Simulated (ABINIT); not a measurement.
An input for ABINIT 10.8.3 (GaP (F-43m)):

```
acell 3*1.0 Angstrom
rprim 
  0.000000000000 2.725250000000 2.725250000000
  2.725250000000 0.000000000000 2.725250000000
  2.725250000000 2.725250000000 0.000000000000
ntypat 2
znucl 31 15
natom 2
typat 1 2
xred 
  0.000000000000 0.000000000000 0.000000000000
  0.250000000000 0.250000000000 0.250000000000
pp_dirpath "pseudos"
pseudos "Ga.upf, P.upf"
ecut 45
nspinor 2
iscf -2
irdden 1
kptopt 0
nkpt 26
kpt 
  0.00000000 0.00000000 0.00000000
  -0.12500000 -0.12500000 0.00000000
  -0.25000000 -0.25000000 0.00000000
  -0.37500000 -0.37500000 0.00000000
  -0.50000000 -0.50000000 0.00000000
  -0.46875000 -0.46875000 0.06250000
  -0.43750000 -0.43750000 0.12500000
  -0.40625000 -0.40625000 0.18750000
  -0.37500000 -0.37500000 0.25000000
  -0.37500000 0.00000000 0.37500000
  -0.28125000 0.00000000 0.28125000
  -0.18750000 0.00000000 0.18750000
  -0.09375000 0.00000000 0.09375000
  0.00000000 0.00000000 0.00000000
  0.00000000 0.00000000 0.12500000
  0.00000000 0.00000000 0.25000000
  0.00000000 0.00000000 0.37500000
  -0.00000000 -0.00000000 0.50000000
  -0.12500000 -0.06250000 0.43750000
  -0.25000000 -0.12500000 0.37500000
  -0.37500000 -0.18750000 0.31250000
  -0.50000000 -0.25000000 0.25000000
  -0.50000000 -0.31250000 0.18750000
  -0.50000000 -0.37500000 0.12500000
  -0.50000000 -0.43750000 0.06250000
  -0.50000000 -0.50000000 0.00000000
istwfk *1
nband 42
nbdbuf 6
tolwfr 1e-08
nstep 40
prtwf 0
prtvol 0
indata_prefix "in"
outdata_prefix "out"
tmpdata_prefix "tmp"
```

```sh
OMP_NUM_THREADS=1 mpirun -n 8 abinit run.abi > log
```

**Question.** Estimate wall time and host memory on 8 MPI ranks of Arm Neoverse V2, shared host.

It took 29 s; on shared hardware allow 15 s to 59 s. Peak host memory was 0.65 GiB.

[Paths, hosts, dates, memory and timing lines, banners, echoed tables and standing remarks are left out of the program output.]

[Logs are printed without paths, hosts, clocks, repeated set-up lines and the standing remarks that a program may print on its own settings, such as how far it seeks lower states.]

[Runs of the session that timed out or met a known fault of the program may be left out.]

[Hosts, paths, dates, database ids (printed as entryN), source tags and the programs' standing remarks are cut or masked in the printed files.]

[G0W0 gaps are taken among the corrected bands and points alone; a level outside them can change the order at an edge.]

[Where Ansatz stands beside ABINIT at settings called matched, ABINIT's density can come from a denser mesh and the files from another edition; pairs whose starting gaps differed by over 0.03 eV were left out, so agreement reads better than it is.]
